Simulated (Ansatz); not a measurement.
Relativity in Sr

```
Sr
1.0
     4.31000    0.00000    0.00000
    -2.15500    3.73257    0.00000
     0.00000    0.00000    7.05000
Sr
2
Direct
  0.33333 0.66667 0.25000
  0.66667 0.33333 0.75000
```

Atom numbers follow the list: Sr1, Sr2.

The conventional cell has a = 4.310 Å, b = 4.310 Å, c = 7.050 Å, α = 90.00°, β = 90.00°, γ = 120.00°. Sr (atom 1) is surrounded by 12 Sr at 4.31 Å.

The cell is COD entry 1540836, as deposited and not checked against the literature; nothing was relaxed.

One fixed cell is solved with PBE by frozen-core PAW in Ansatz 0.2.0 under different relativistic treatments. Pressure is positive in compression.

The runs use a Γ-centred 10×10×5 k mesh, Fermi–Dirac smearing of 0.08 eV, cutoff 420 eV, no spin polarisation.

```json
{"setting": "scalar-relativistic", "P (GPa)": "-0.28", "lowest level at Γ above −25 eV, from the valence-band top or, without a gap, the Fermi level (eV)": "?"}
{"setting": "with spin–orbit coupling", "P (GPa)": "-0.28", "lowest level at Γ above −25 eV, from the valence-band top or, without a gap, the Fermi level (eV)": "?"}
```

(1) Fill in "lowest level at Γ above −25 eV, from the valence-band top or, without a gap, the Fermi level (eV)" for the row "scalar-relativistic".

(2) Give the missing entry: row "with spin–orbit coupling", column "lowest level at Γ above −25 eV, from the valence-band top or, without a gap, the Fermi level (eV)".

Results:

(1) -18.71.

(2) -19.40.
